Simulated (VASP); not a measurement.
Here is a VASP 6.6.1 calculation.

Contents of INCAR:

```
SYSTEM = SnS2
  ALGO = Normal
  EDIFF = 1E-7
  EDIFFG = -0.005
  ENCUT = 600
  GGA = PE
  IBRION = 2
  ISIF = 3
  ISMEAR = 0
  KPAR = 2
  LASPH = .True.
  LATTICE_CONSTRAINTS = .TRUE. .TRUE. .FALSE.
  LCHARG = .False.
  LREAL = .False.
  LWAVE = .False.
  NELM = 80
  NSW = 90
  PREC = Accurate
  SIGMA = 0.03
```

KPOINTS

```
k-points
0
Gamma
  12 12 1
  0 0 0
```

Contents of POSCAR:

```
SnS2                                    
1.0
    3.6996195659      0.0000000000      0.0000000000
   -1.8498097830      3.2039645239      0.0000000000
    0.0000000000      0.0000000000     26.8020000000
  S               Sn            
     4     2
Direct
     0.6666666699999979    0.3333333300000021    0.3204891826505231
     0.3333333300000021    0.6666666699999979    0.4307572733278660
     0.6666666699999979    0.3333333300000021    0.5692427266721337
     0.3333333300000021    0.6666666699999979    0.6795108173494772
     0.0000000000000000    0.0000000000000000    0.3756270341829182
     0.0000000000000000    0.0000000000000000    0.6243729658170817
```

Potentials or basis: VASP PAW PBE potentials, release 64 (S, Sn_d).

The run is started by

```console
$ cat potpaw_PBE.64/S/POTCAR potpaw_PBE.64/Sn_d/POTCAR > POTCAR
$ mpirun -np 2 vasp_std > vasp.out
```

(1) Predict the relaxed volume.

(2) Estimate the band gap on the k mesh.

(3) Predict the space group after relaxing (to 0.05 Å).

## Answers

(1) 52.98 Å³/atom.

(2) 1.54 eV, indirect (least direct gap 1.77 eV).

(3) P-3m1 (No. 164).

Caveat: spin-orbit coupling is left out, which moves the levels of the heavy elements; without dispersion, layers of such crystals drift apart on relaxing, which shifts levels and gaps; volumes and pressures include the vacuum.
